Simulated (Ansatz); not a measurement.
# BAs and the effect of the pressure

The cell as given:

```
CELL_PARAMETERS angstrom
0.00000 2.38850 2.38850
2.38850 0.00000 2.38850
2.38850 2.38850 0.00000
ATOMIC_POSITIONS crystal
As 0.75000 0.75000 0.75000
B 0.00000 0.00000 0.00000
```

Kept alike: task relaxation of cell and atoms; functional PBE; k mesh 10 × 10 × 10; occupations fermi-dirac, width 0.05 eV; no spin polarisation. Program: Ansatz, all-electron LAPW, scalar-relativistic. The mesh is that of the run's cell of 2 atoms. No spin-orbit coupling.

```tsv
pressure, P (GPa)	band gap (eV)	volume (Å³/atom)
0	1.206	13.899
2	1.192	13.697
5	?	?
10	1.139	13.008
20	1.082	12.338
30	1.033	11.802
```

Spin-orbit coupling, left out here, moves the band edges of heavy atoms and can close or invert small gaps. Gaps hold for each row's own relaxed cell. The relaxations keep at least the cell's symmetry (F-43m). The runs follow the start's structure, whether or not it is the stable one at these pressures. A gap read on the mesh alone can miss an edge between its points.

Fit the rows shown and predict the run at 5 GPa.

A least-squares parabola through the rows shown is band gap = 4.51e-05 P² - 0.007115 P + 1.206 (largest miss 0.0004); at P = 5 it gives 1.172 eV. Murnaghan's form V = V0 (1 + B′P/B0)^(-1/B′) through the rows shown has V0 = 13.8987, B0 = 133.3 GPa and B′ = 3.72 (largest miss 0.0013); at P = 5 it gives 13.419 Å³/atom. The run gave: band gap 1.171 eV; volume 13.417 Å³/atom.

Compression narrows the gap of BAs at every step, from 1.206 eV at ambient pressure to 1.033 eV at 30 GPa. This is the behaviour expected of an indirect gap between the bonding p-like valence maximum at Γ and a conduction minimum towards X. As in silicon, that valley falls relative to the valence top when the bonds shorten, whereas the antibonding s-like state at Γ usually rises. The decline slows with pressure mainly because the lattice stiffens: per unit of volume lost, the gap shrinks no more slowly at the high-pressure end. This smooth response explains why both fits predict the 5 GPa run so closely, though that success tests interpolation and not the accuracy of the gap itself. The absolute gaps are well below the experimental value, as expected from a semilocal functional that lacks the derivative discontinuity, while the pressure trend is probably more reliable. Band energies resolved by k-point would be needed to confirm that the same valley remains lowest throughout.
